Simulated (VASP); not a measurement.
# BP (F-43m) in VASP: a series of runs

Aim: see how the results for BP move with the level of theory and the settings. Levels: PBE0, PBE-EpsX, PBEsol. Tasks: band structure, phonons.

Program: VASP 6.6.1. These are calculated values, not measurements. Logs are shortened: lines on timing, memory, paths and dates and some standing lists are left out, and cuts for length are marked.

## (1) Starting point

It takes space group F-43m (No. 216, cubic). The conventional cell has a = 4.521 Å, b = 4.521 Å, c = 4.521 Å, α = 90.00°, β = 90.00°, γ = 90.00°. Around B (site symmetry -43m) lie 4 P at 1.96 Å. Around P (site symmetry -43m) lie 4 B at 1.96 Å.

## (2) Band structure, PBE0

Contents of POSCAR:

```
BP                                      
1.0
    0.0000000000      2.2605516541      2.2605516541
    2.2605516541      0.0000000000      2.2605516541
    2.2605516541      2.2605516541      0.0000000000
  B               P             
     1     1
Direct
     0.0000000000000000    0.0000000000000000    0.0000000000000000
     0.2500000000000000    0.2500000000000000    0.2500000000000000
```

Contents of INCAR.step1:

```
SYSTEM = BP
ALGO = Normal
EDIFF = 1E-5
ENCUT = 520
GGA = PE
ISIF = 2
ISMEAR = 0
KPAR = 4
LASPH = .True.
LCHARG = .False.
LREAL = .False.
LWAVE = .True.
NELM = 80
PREC = Accurate
SIGMA = 0.03
```

Contents of INCAR.step2:

```
SYSTEM = BP
AEXX = 0.25
ALGO = Normal
EDIFF = 1E-7
ENCUT = 520
GGA = PE
HFRCUT = -1
ISIF = 2
ISMEAR = 0
ISTART = 1
KPAR = 4
LASPH = .True.
LCHARG = .False.
LHFCALC = .True.
LREAL = .False.
LWAVE = .False.
NELM = 80
PREC = Accurate
PRECFOCK = Fast
SIGMA = 0.03
```

Contents of KPOINTS:

```
k-points
0
Gamma
  6 6 6
  0 0 0
```

Contents of KPOINTS_OPT:

```
explicit points
6
Reciprocal
 0.0000000000  0.0000000000  0.0000000000 1
 0.3750000000  0.3750000000  0.7500000000 1
 0.5000000000  0.5000000000  0.5000000000 1
 0.6250000000  0.2500000000  0.6250000000 1
 0.5000000000  0.2500000000  0.7500000000 1
 0.5000000000  0.0000000000  0.5000000000 1
```

Potentials or basis: VASP PAW PBE potentials, release 64 (B, P).

Run with:

```console
$ cat potpaw_PBE.64/B/POTCAR potpaw_PBE.64/P/POTCAR > POTCAR
$ cp INCAR.step1 INCAR
$ mpirun -np 4 vasp_std > vasp.out
$ cp INCAR.step2 INCAR
$ mpirun -np 4 vasp_std > vasp.out
```

OUTCAR:

```text
SYSTEM = BP
   AEXX = 0.25
   EDIFF = 1E-7
   ENCUT = 520
   GGA = PE
   ISIF = 2
   ISMEAR = 0
   ISTART = 1
   LASPH = .True.
   LHFCALC = .True.
   LREAL = .False.
   NELM = 80
   PREC = Accurate
   PRECFOCK = Fast

 ion  position               nearest neighbor table
   1  0.000  0.000  0.000-   2 1.96   2 1.96   2 1.96   2 1.96
   2  0.250  0.250  0.250-   1 1.96   1 1.96   1 1.96   1 1.96

  LATTYP: Found a face centered cubic cell.
 ALAT       =     4.5211033082

  Lattice vectors:

 A1 = (   0.0000000000,   2.2605516541,   2.2605516541)
 A2 = (   2.2605516541,   0.0000000000,   2.2605516541)
 A3 = (   2.2605516541,   2.2605516541,   0.0000000000)

Analysis of symmetry for initial positions (statically):
=====================================================================
 Subroutine PRICEL returns:
 Original cell was already a primitive cell.

 Routine SETGRP: Setting up the symmetry group for a
 face centered cubic supercell.

 Subroutine GETGRP returns: Found 24 space group operations
 (whereof 24 operations were pure point group operations)
 out of a pool of 48 trial point group operations.

The static configuration has the point symmetry T_d .

Analysis of symmetry for dynamics (positions and initial velocities):
=====================================================================
 Subroutine PRICEL returns:
 Original cell was already a primitive cell.

 Routine SETGRP: Setting up the symmetry group for a
 face centered cubic supercell.

 Subroutine GETGRP returns: Found 24 space group operations
 (whereof 24 operations were pure point group operations)
 out of a pool of 48 trial point group operations.

The dynamic configuration has the point symmetry T_d .

 Subroutine INISYM returns: Found 24 space group operations
 (whereof 24 operations are pure point group operations),
 and found     1 'primitive' translations

----------------------------------------------------------------------------------------

                                     Primitive cell

  volume of cell :      23.1033

  direct lattice vectors                    reciprocal lattice vectors
     0.000000000  2.260551654  2.260551654    -0.221184948  0.221184948  0.221184948
     2.260551654  0.000000000  2.260551654     0.221184948 -0.221184948  0.221184948
     2.260551654  2.260551654  0.000000000     0.221184948  0.221184948 -0.221184948

  length of vectors
     3.196902808  3.196902808  3.196902808     0.383103568  0.383103568  0.383103568

  position of ions in fractional coordinates (direct lattice)
     0.000000000  0.000000000  0.000000000
     0.250000000  0.250000000  0.250000000

  ion indices of the primitive-cell ions
   primitive index   ion index
                 1           1
                 2           2

----------------------------------------------------------------------------------------

 KPOINTS: k-points

Automatic generation of k-mesh.
 Grid dimensions read from file:
 generate k-points for:    6    6    6

 Generating k-lattice:

  Cartesian coordinates                     Fractional coordinates (reciprocal lattice)
    -0.036864158  0.036864158  0.036864158     0.166666667  0.000000000  0.000000000
     0.036864158 -0.036864158  0.036864158     0.000000000  0.166666667  0.000000000
     0.036864158  0.036864158 -0.036864158     0.000000000  0.000000000  0.166666667

  Length of vectors
     0.063850595  0.063850595  0.063850595

  Shift w.r.t. Gamma in fractional coordinates (k-lattice)
     0.000000000  0.000000000  0.000000000

 Subroutine IBZKPT returns following result:
 ===========================================

 Found     16 irreducible k-points:

 Following reciprocal coordinates:
            Coordinates               Weight
  0.000000  0.000000  0.000000      1.000000
  0.166667  0.000000  0.000000      8.000000
  0.333333  0.000000  0.000000      8.000000
  0.500000  0.000000  0.000000      4.000000
  0.166667  0.166667  0.000000      6.000000
  0.333333  0.166667  0.000000     24.000000
[... 8 lines left out ...]
 -0.333333  0.333333  0.166667     24.000000
 -0.333333  0.500000  0.166667     12.000000
   k-points           NKPTS =     16   k-points in BZ     NKDIM =    216   number of bands    NBANDS=      8
   number of dos      NEDOS =    301   number of ions     NIONS =      2
   total plane-waves  NPLWV =  13824
   dimension x,y,z NGX =    24 NGY =   24 NGZ =   24
   dimension x,y,z NGXF=    48 NGYF=   48 NGZF=   48
   ions per type =               1   1
   NGX,Y,Z   is equivalent  to a cutoff of  12.48, 12.48, 12.48 a.u.
   NGXF,Y,Z  is equivalent  to a cutoff of  24.96, 24.96, 24.96 a.u.
 SYSTEM =  BP
   PREC   = accura    normal or accurate (medium, high low for compatibility)
   ISTART =      1    job   : 0-new  1-cont  2-samecut
   ICHARG =      0    charge: 1-file 2-atom 10-const
   ISPIN  =      1    spin polarized calculation?
   LNONCOLLINEAR =      F non collinear calculations
   LSORBIT =      F    spin-orbit coupling
   LASPH  =      T    aspherical Exc in radial PAW
   ENCUT  =  520.0 eV  38.22 Ry    6.18 a.u.   5.94  5.94  5.94*2*pi/ulx,y,z
   NELM   =     80;   NELMIN=  2; NELMDL=  0     # of ELM steps
   EDIFF  = 0.1E-06   stopping-criterion for ELM
   LREAL  =      F    real-space projection
   EDIFFG = 0.1E-05   stopping-criterion for IOM
   NSW    =      0    number of steps for IOM
   IBRION =     -1    ionic relax: 0-MD 1-quasi-New 2-CG
   NFREE  =      0    steps in history (QN), initial steepest desc. (CG)
   ISIF   =      2    stress and relaxation
   ISYM   =      3    0-nonsym 1-usesym 2-fastsym
   POTIM  = 0.5000    time-step for ionic-motion
   TEBEG  =    0.0;   TEEND  =   0.0 temperature during run
   PSTRESS=    0.0 pullay stress
   NELECT =       8.0000    total number of electrons
   NUPDOWN=      -1.0000    fix difference up-down
   EMIN   =  10.00;   EMAX   =-10.00  energy-range for DOS
   EFERMI =   0.00;   METHOD = LEGACY
   ISMEAR =     0;   SIGMA  =   0.03  broadening in eV -4-tet -1-fermi 0-gaus
   EFERMI_NEDOS =   21; number of points for ismear=-14 and -15
   IALGO  =     38    algorithm
   IMIX   =      1    mixing-type and parameters
     AMIX     =   0.40;   BMIX     =  1.00
     AMIX_MAG =   1.60;   BMIX_MAG =  1.00
  volume/ion in A,a.u.               =      11.55        77.95
  Fermi-wavevector in a.u.,A,eV,Ry     =   1.149601  2.172431 17.981215  1.321582
  Thomas-Fermi vector in A             =   2.286270
   LORBIT       =      0    0 simple, 1 ext, 2 COOP (PROOUT), +10 PAW based schemes
   GGA     = PE    functional components
   LHFCALC =     T    Hartree Fock is set to
   PRECFOCK=fast      Normal, Fast or Accurate (Low or Medium for compatibility)
   ENCUT4O =  -1.0   cutoff for four orbital integrals eV
   NKREDX  =     1    reduce k-point grid by
   NKREDY  =     1    reduce k-point grid by
   NKREDZ  =     1    reduce k-point grid by
   AEXX    =    0.2500 exact exchange contribution
   HFSCREEN=    0.0000 screening length (either q_TF or 0.3 A-1)
   HFSCREENC=   0.0000 screening length for correlation (either q_TF or 0.3 A-1)
   ENCUTFOCK=  -1.0 apply spherical cutoff to Coloumb kernel
   IVDW    =     0    specifies the selected vdW correction
   LEPSILON=     F    determine dielectric tensor
   LRPA    =     F    only Hartree local field effects (RPA)
 non-spin polarized calculation
 Gauss-broadening in eV      SIGMA  =   0.03
  energy-cutoff  :      520.00
  volume of cell :       23.10
 maximum number of plane-waves:       636
  NGX = 14; NGY = 14; NGZ = 14

 number of electron       8.0000001 magnetization

 Free energy of the ion-electron system (eV)
  ---------------------------------------------------
  ext. energy  EPLUGINS =         0.00000000
  ---------------------------------------------------
  free energy    TOTEN  =       -15.76062764 eV

  energy without entropy =      -15.76062764  energy(sigma->0) =      -15.76062764

 E-fermi :   6.9306     XC(G=0):  -8.6424

 val. band max:        6.7939093920   @ k =   0.0000   0.0000   0.0000
 cond. band min:       9.5375473606   @ k =   0.5000   0.5000   0.0000
 fundamental gap:      2.7436379686
 Fermi energy:         6.9306268365

 k-point     1 :       0.0000    0.0000    0.0000
  band No.  band energies     occupation
      1     -10.4973      2.00000
      2       6.7939      2.00000
      3       6.7939      2.00000
      4       6.7939      2.00000
      5      11.8335      0.00000
      6      11.8335      0.00000
      7      11.8335      0.00000
      8      16.3913      0.00000

 k-point     2 :       0.1667    0.0000    0.0000
  band No.  band energies     occupation
      1      -9.9449      2.00000
      2       3.6504      2.00000
      3       6.0635      2.00000
      4       6.0635      2.00000
      5      12.5193      0.00000
      6      12.8321      0.00000
      7      12.8321      0.00000
      8      17.7074      0.00000

 k-point     3 :       0.3333    0.0000    0.0000
  band No.  band energies     occupation
      1      -8.3701      2.00000
      2      -0.7733      2.00000
      3       5.1498      2.00000
      4       5.1498      2.00000
      5      12.4312      0.00000
      6      13.4191      0.00000
      7      13.4191      0.00000
      8      19.0391      0.00000
[... 122 lines left out ...]
 k-point    15 :      -0.3333    0.3333    0.1667
  band No.  band energies     occupation
      1      -5.5240      2.00000
      2      -2.3678      2.00000
      3       0.6376      2.00000
      4       2.3686      2.00000
      5      12.9712      0.00000
      6      14.3304      0.00000
      7      17.5426      0.00000
      8      18.1207      0.00000

 k-point    16 :      -0.3333    0.5000    0.1667
  band No.  band energies     occupation
      1      -4.8102      2.00000
      2      -2.5287      2.00000
      3       0.8818      2.00000
      4       1.0180      2.00000
      5      12.2496      0.00000
      6      12.9150      0.00000
      7      18.1315      0.00000
      8      18.7999      0.00000

------------------------ aborting loop because EDIFF is reached ----------------------------------------

  FORCE on cell =-STRESS in cart. coord.  units (eV):
  Direction    XX          YY          ZZ          XY          YZ          ZX
  --------------------------------------------------------------------------------------
  -------------------------------------------------------------------------------------
  Total       -0.0365394     -0.0365394     -0.0365394      0.0000000      0.0000000     -0.0000000
  in kB       -2.5339571     -2.5339571     -2.5339571      0.0000000      0.0000000     -0.0000000
  external PRESSURE =      -2.5339571 kB  Pullay stress =       0.0000000 kB

 VOLUME and BASIS-vectors are now :
 -----------------------------------------------------------------------------
  energy-cutoff  :      520.00
  volume of cell :       23.10
      direct lattice vectors                 reciprocal lattice vectors
     0.000000000  2.260551654  2.260551654    -0.221184948  0.221184948  0.221184948
     2.260551654  0.000000000  2.260551654     0.221184948 -0.221184948  0.221184948
     2.260551654  2.260551654  0.000000000     0.221184948  0.221184948 -0.221184948

 POSITION                                       TOTAL-FORCE (eV/Angst)
 -----------------------------------------------------------------------------------
      0.00000      0.00000      0.00000         0.000000      0.000000      0.000000
      1.13028      1.13028      1.13028        -0.000000     -0.000000     -0.000000
 -----------------------------------------------------------------------------------
    total drift:                               -0.000000      0.000000      0.000000

  FREE ENERGIE OF THE ION-ELECTRON SYSTEM (eV)
  ---------------------------------------------------
  free  energy   TOTEN  =       -15.7606276441 eV

  energy  without entropy=      -15.7606276441  energy(sigma->0) =      -15.76062764
```

Wall time 28 s (4 MPI ranks of Intel Xeon Platinum 8488C (Sapphire Rapids), shared host); peak memory 0.14 GiB.

Results:

```
Free energy             : -15.7606 eV
Pressure                : -0.3 GPa
Band gap on the k mesh  : 2.74 eV, indirect (least direct gap 5.04 eV)
Band gap along the path : 2.74 eV, indirect (least direct gap 5.04 eV)
```

Caveat: the PAW data sets were made with another functional, which shifts forces and pressure a little.

[end of part 1 of 2]
